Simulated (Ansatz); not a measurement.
Crystal: SiNi.

```xyz
8
Lattice="4.5037 0.0000 0.0000 0.0000 4.5037 0.0000 0.0000 0.0000 4.5037" Properties=species:S:1:pos:R:3 pbc="T T T"
Ni    0.6733    0.6733    0.6733
Ni    2.9252    1.5785    3.8304
Ni    3.8304    2.9252    1.5785
Ni    1.5785    3.8304    2.9252
Si    3.8139    3.8139    3.8139
Si    1.5620    2.9417    0.6898
Si    0.6898    1.5620    2.9417
Si    2.9417    0.6898    1.5620
```

The cell is a database's computed one.

Base run:

- Program: Ansatz 0.2.0
- Functional: PBE
- Potentials or basis: Ansatz PAW
- Cutoff: 420 eV (not typed: the program's choice for these potentials)
- k mesh: 6 × 6 × 6
- Occupations: gaussian, width 0.012 eV
- Spin: collinear spin, ferromagnetic start
- Starting moments: [1.0, 1.0, 1.0, 1.0, 0.0, 0.0, 0.0, 0.0] μB

Its results: band gap on the k mesh none (metal or under the smearing width); pressure 1.7 GPa; net moment 0.00 μB per cell; largest force 0.026 eV/Å.

Task: The run is repeated on the same cell with these changes: functional from PBE to r2SCAN; cutoff from 420 eV (not typed: the program's choice for these potentials) to 500 eV (not typed: the program's choice for these potentials); occupations from gaussian, width 0.012 eV to fermi-dirac, width 0.05 eV. What comes out?

Result: Band gap on the k mesh none (metal or under the smearing width); pressure -5.1 GPa; net moment 0.00 μB per cell; largest force 0.057 eV/Å.

Caveats: the starting moments weren't kept; the magnetic or orbital state may not be the lowest (some runs); the PAW data sets come from PBE, with cores solved anew for the run's functional, which leaves a small shift of forces and pressure (some runs).
